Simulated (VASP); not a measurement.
# AlRu (Pm-3m) in VASP: relaxation of cell and atoms with LDA

Aim: the relaxation of cell and atoms of AlRu with LDA.

All numbers are computed with VASP 6.6.1; they aren't measurements. Logs are shortened: lines on timing, memory, paths and dates and some standing lists are left out, and cuts for length are marked.

**1. The structure**

Symmetry: Pm-3m, No. 221, cubic system. Conventional cell: a = 2.990 Å, b = 2.990 Å, c = 2.990 Å, α = 90.00°, β = 90.00°, γ = 90.00°. Around Ru (site symmetry m-3m) lie 8 Al at 2.59 Å. Around Al (site symmetry m-3m) lie 8 Ru at 2.59 Å.

The cell was built by a generator and needn't be a form met in nature.

**2. Relaxation of cell and atoms, LDA**

INCAR reads:

```
SYSTEM = AlRu
  ALGO = Normal
  EDIFF = 1E-6
  EDIFFG = -0.005
  ENCUT = 600
  IBRION = 2
  ISIF = 3
  ISMEAR = 1
  KPAR = 8
  LASPH = .True.
  LCHARG = .False.
  LREAL = .False.
  LWAVE = .False.
  NELM = 60
  NSW = 60
  PREC = Accurate
  SIGMA = 0.2
```

KPOINTS reads:

```
k-points
0
Gamma
  18 18 18
  0 0 0
```

POSCAR reads:

```
AlRu
1.0
    2.9900000000      0.0000000000      0.0000000000
    0.0000000000      2.9900000000      0.0000000000
    0.0000000000      0.0000000000      2.9900000000
Ru Al
1 1
Direct
    0.0000000000      0.0000000000      0.0000000000
    0.5000000000      0.5000000000      0.5000000000
```

Potentials or basis: VASP PAW LDA potentials, release 64 (Ru_pv, Al).

Command:

```bash
cat potpaw_LDA.64/Ru_pv/POTCAR potpaw_LDA.64/Al/POTCAR > POTCAR
mpirun -np 8 vasp_std > vasp.out
```

OUTCAR:

```text
SYSTEM = AlRu
   EDIFF = 1E-6
   EDIFFG = -0.005
   ENCUT = 600
   IBRION = 2
   ISIF = 3
   ISMEAR = 1
   LASPH = .True.
   LREAL = .False.
   NELM = 60
   NSW = 60
   PREC = Accurate

 ion  position               nearest neighbor table
   1  0.000  0.000  0.000-   2 2.59   2 2.59   2 2.59   2 2.59   2 2.59   2 2.59   2 2.59   2 2.59

   2  0.500  0.500  0.500-   1 2.59   1 2.59   1 2.59   1 2.59   1 2.59   1 2.59   1 2.59   1 2.59

  LATTYP: Found a simple cubic cell.
 ALAT       =     2.9900000000

  Lattice vectors:

 A1 = (   2.9900000000,   0.0000000000,   0.0000000000)
 A2 = (   0.0000000000,   2.9900000000,   0.0000000000)
 A3 = (   0.0000000000,   0.0000000000,   2.9900000000)

Analysis of symmetry for initial positions (statically):
=====================================================================
 Subroutine PRICEL returns:
 Original cell was already a primitive cell.

 Routine SETGRP: Setting up the symmetry group for a
 simple cubic supercell.

 Subroutine GETGRP returns: Found 48 space group operations
 (whereof 48 operations were pure point group operations)
 out of a pool of 48 trial point group operations.

The static configuration has the point symmetry O_h .

Analysis of symmetry for dynamics (positions and initial velocities):
=====================================================================
 Subroutine PRICEL returns:
 Original cell was already a primitive cell.

 Routine SETGRP: Setting up the symmetry group for a
 simple cubic supercell.

 Subroutine GETGRP returns: Found 48 space group operations
 (whereof 48 operations were pure point group operations)
 out of a pool of 48 trial point group operations.

The dynamic configuration has the point symmetry O_h .

 Subroutine INISYM returns: Found 48 space group operations
 (whereof 48 operations are pure point group operations),
 and found     1 'primitive' translations

----------------------------------------------------------------------------------------

                                     Primitive cell

  volume of cell :      26.7309

  direct lattice vectors                    reciprocal lattice vectors
     2.990000000  0.000000000  0.000000000     0.334448161  0.000000000  0.000000000
     0.000000000  2.990000000  0.000000000     0.000000000  0.334448161  0.000000000
     0.000000000  0.000000000  2.990000000     0.000000000  0.000000000  0.334448161

  length of vectors
     2.990000000  2.990000000  2.990000000     0.334448161  0.334448161  0.334448161

  position of ions in fractional coordinates (direct lattice)
     0.000000000  0.000000000  0.000000000
     0.500000000  0.500000000  0.500000000

  ion indices of the primitive-cell ions
   primitive index   ion index
                 1           1
                 2           2

----------------------------------------------------------------------------------------

 KPOINTS: k-points

Automatic generation of k-mesh.
 Grid dimensions read from file:
 generate k-points for:   18   18   18

 Generating k-lattice:

  Cartesian coordinates                     Fractional coordinates (reciprocal lattice)
     0.018580453  0.000000000  0.000000000     0.055555556  0.000000000  0.000000000
     0.000000000  0.018580453  0.000000000     0.000000000  0.055555556  0.000000000
     0.000000000  0.000000000  0.018580453     0.000000000  0.000000000  0.055555556

  Length of vectors
     0.018580453  0.018580453  0.018580453

  Shift w.r.t. Gamma in fractional coordinates (k-lattice)
     0.000000000  0.000000000  0.000000000

 Subroutine IBZKPT returns following result:
 ===========================================

 Found    220 irreducible k-points:

 Following reciprocal coordinates:
            Coordinates               Weight
  0.000000  0.000000  0.000000      1.000000
  0.055556  0.000000  0.000000      6.000000
  0.111111  0.000000  0.000000      6.000000
  0.166667  0.000000  0.000000      6.000000
  0.222222  0.000000  0.000000      6.000000
  0.277778  0.000000  0.000000      6.000000
[... 16 lines left out ...]
  0.277778  0.111111  0.000000     24.000000
  0.333333  0.111111  0.000000     24.000000
 [... further k-points ...]
   k-points           NKPTS =    220   k-points in BZ     NKDIM =    220   number of bands    NBANDS=     12
   number of dos      NEDOS =    301   number of ions     NIONS =      2
   total plane-waves  NPLWV =  13824
   dimension x,y,z NGX =    24 NGY =   24 NGZ =   24
   dimension x,y,z NGXF=    48 NGYF=   48 NGZF=   48
   ions per type =               1   1
   NGX,Y,Z   is equivalent  to a cutoff of  13.34, 13.34, 13.34 a.u.
   NGXF,Y,Z  is equivalent  to a cutoff of  26.69, 26.69, 26.69 a.u.
 SYSTEM =  AlRu
   PREC   = accura    normal or accurate (medium, high low for compatibility)
   ISTART =      0    job   : 0-new  1-cont  2-samecut
   ICHARG =      2    charge: 1-file 2-atom 10-const
   ISPIN  =      1    spin polarized calculation?
   LNONCOLLINEAR =      F non collinear calculations
   LSORBIT =      F    spin-orbit coupling
   LASPH  =      T    aspherical Exc in radial PAW
   ENCUT  =  600.0 eV  44.10 Ry    6.64 a.u.   5.97  5.97  5.97*2*pi/ulx,y,z
   NELM   =     60;   NELMIN=  2; NELMDL= -5     # of ELM steps
   EDIFF  = 0.1E-05   stopping-criterion for ELM
   LREAL  =      F    real-space projection
   EDIFFG = -.5E-02   stopping-criterion for IOM
   NSW    =     60    number of steps for IOM
   IBRION =      2    ionic relax: 0-MD 1-quasi-New 2-CG
   NFREE  =      1    steps in history (QN), initial steepest desc. (CG)
   ISIF   =      3    stress and relaxation
   ISYM   =      2    0-nonsym 1-usesym 2-fastsym
   POTIM  = 0.5000    time-step for ionic-motion
   TEBEG  =    0.0;   TEEND  =   0.0 temperature during run
   PSTRESS=    0.0 pullay stress
   NELECT =      17.0000    total number of electrons
   NUPDOWN=      -1.0000    fix difference up-down
   EMIN   =  10.00;   EMAX   =-10.00  energy-range for DOS
   EFERMI =   0.00;   METHOD = LEGACY
   ISMEAR =     1;   SIGMA  =   0.20  broadening in eV -4-tet -1-fermi 0-gaus
   EFERMI_NEDOS =   21; number of points for ismear=-14 and -15
   IALGO  =     38    algorithm
   IMIX   =      4    mixing-type and parameters
     AMIX     =   0.40;   BMIX     =  1.00
     AMIX_MAG =   1.60;   BMIX_MAG =  1.00
  volume/ion in A,a.u.               =      13.37        90.19
  Fermi-wavevector in a.u.,A,eV,Ry     =   1.407840  2.660432 26.966928  1.982013
  Thomas-Fermi vector in A             =   2.530058
   LORBIT       =      0    0 simple, 1 ext, 2 COOP (PROOUT), +10 PAW based schemes
   GGA     = CA    functional components
   LHFCALC =     F    Hartree Fock is set to
   AEXX    =    0.0000 exact exchange contribution
   IVDW    =     0    specifies the selected vdW correction
   LEPSILON=     F    determine dielectric tensor
   LRPA    =     F    only Hartree local field effects (RPA)
 conjugate gradient relaxation of ions
 non-spin polarized calculation
 Methfessel and Paxton  Order N= 1 SIGMA  =   0.20
  energy-cutoff  :      600.00
  volume of cell :       26.73
 maximum number of plane-waves:       912
 NGX is ok and might be reduce to    24
   NGX = 11   NGY = 11   NGZ = 11

--------------------------------------- Ionic step        1  -------------------------------------------

 number of electron      16.9999995 magnetization

 Free energy of the ion-electron system (eV)
  ---------------------------------------------------
  ext. energy  EPLUGINS =         0.00000000
  ---------------------------------------------------
  free energy    TOTEN  =       -16.16321772 eV

  energy without entropy =      -16.16349498  energy(sigma->0) =      -16.16331014

------------------------ aborting loop because EDIFF is reached ----------------------------------------

  FORCE on cell =-STRESS in cart. coord.  units (eV):
  Direction    XX          YY          ZZ          XY          YZ          ZX
  --------------------------------------------------------------------------------------
  -------------------------------------------------------------------------------------
  Total       -1.2396582     -1.2396582     -1.2396582      0.0000000     -0.0000000      0.0000000
  in kB      -74.3017404    -74.3017404    -74.3017404      0.0000000     -0.0000000      0.0000000
  external PRESSURE =     -74.3017404 kB  Pullay stress =       0.0000000 kB
[... 93 lines left out ...]
  energy  without entropy=      -16.1851872864  energy(sigma->0) =      -16.18494597

--------------------------------------- Ionic step        4  -------------------------------------------

 number of electron      16.9999998 magnetization

 Free energy of the ion-electron system (eV)
  ---------------------------------------------------
  ext. energy  EPLUGINS =         0.00000000
  ---------------------------------------------------
  free energy    TOTEN  =       -16.18483040 eV

  energy without entropy =      -16.18519466  energy(sigma->0) =      -16.18495182

 E-fermi :  11.0305     XC(G=0): -12.9797

 val. band max:       11.0284099342   @ k =   0.3889   0.3889   0.2222
 cond. band min:      11.0351990938   @ k =   0.3889   0.3333   0.2222
 fundamental gap:      0.0067891596
 Fermi energy:        11.0305478658

 k-point     1 :       0.0000    0.0000    0.0000
  band No.  band energies     occupation
      1     -30.5504      2.00000
      2     -30.5504      2.00000
      3     -30.5504      2.00000
      4       1.1627      2.00000
      5       7.2386      2.00000
      6       7.2386      2.00000
      7      11.2293     -0.04888
      8      11.2293     -0.04888
      9      11.2293     -0.04888
     10      17.2343      0.00000
     11      17.2343      0.00000
     12      17.2343      0.00000
[... 331 lines left out ...]
 k-point    24 :       0.3333    0.1111    0.0000
  band No.  band energies     occupation
      1     -30.7310      2.00000
      2     -30.5627      2.00000
      3     -30.5322      2.00000
      4       3.3843      2.00000
      5       7.0948      2.00000
      6       7.9499      2.00000
      7       9.5510      2.00000
      8       9.7643      2.00000
      9      11.1763      0.06086
     10      13.7706     -0.00000
     11      18.6363      0.00000
     12      20.2651      0.00000

 [... further k-points ...]

------------------------ aborting loop because EDIFF is reached ----------------------------------------

  FORCE on cell =-STRESS in cart. coord.  units (eV):
  Direction    XX          YY          ZZ          XY          YZ          ZX
  --------------------------------------------------------------------------------------
  -------------------------------------------------------------------------------------
  Total        0.0002690      0.0002690      0.0002690      0.0000000      0.0000000     -0.0000000
  in kB        0.0166904      0.0166904      0.0166904      0.0000000      0.0000000     -0.0000000
  external PRESSURE =       0.0166904 kB  Pullay stress =       0.0000000 kB
[... 17 lines left out ...]
  FREE ENERGIE OF THE ION-ELECTRON SYSTEM (eV)
  ---------------------------------------------------
  free  energy   TOTEN  =       -16.1848304041 eV

  energy  without entropy=      -16.1851946581  energy(sigma->0) =      -16.18495182

 reached required accuracy - stopping structural energy minimisation
```

It took 28 s on 8 MPI ranks of Intel Xeon Platinum 8488C (Sapphire Rapids), shared host; peak memory 0.21 GiB.

Results:

* Free energy: -16.1848 eV
* Relaxed volume: 12.91 Å³/atom
* Relaxed cell: a = 2.956 Å, b = 2.956 Å, c = 2.956 Å, α = 90.00°, β = 90.00°, γ = 90.00°
* Space group after relaxing (to 0.05 Å): Pm-3m (No. 221)
* Energy gained by relaxing: 10.8 meV/atom
* Ionic steps: 4
* Pressure after relaxing: 0.0 GPa
* Band gap on the k mesh: none (metal or under the smearing width)

The path:
```csv
step,energy change (eV),largest force (eV/Å),pressure (GPa),volume (Å³)
1,0.0000,0.0000,-7.43,26.73
2,0.0414,0.0000,14.95,24.40
3,-0.0216,0.0000,-0.12,25.84
4,-0.0216,0.0000,0.00,25.82
```

Final structure:
```
Ru Al
1.0
     2.95575    0.00000    0.00000
     0.00000    2.95575    0.00000
     0.00000    0.00000    2.95575
Ru Al
1 1
Direct
  0.00000 0.00000 0.00000
  0.50000 0.50000 0.50000
```

Levels at points of the mesh, in eV from the Fermi level:
| k point | band 5 | band 6 | band 7 | band 8 | band 9 | band 10 | band 11 | band 12 |
| --- | --- | --- | --- | --- | --- | --- | --- | --- |
| (0.00, 0.00, 0.00) | -3.79 | -3.79 | 0.20 | 0.20 | 0.20 | 6.20 | 6.20 | 6.20 |
| (0.50, 0.00, 0.00) | -5.52 | -2.96 | -1.68 | -1.68 | 0.47 | 2.40 | 7.48 | 11.18 |
| (0.50, 0.50, 0.00) | -3.24 | -1.36 | -1.36 | -1.23 | -1.23 | 1.60 | 5.51 | 6.60 |
| (0.50, 0.50, 0.50) | -4.83 | -4.83 | 1.70 | 1.70 | 2.71 | 4.22 | 4.22 | 4.22 |
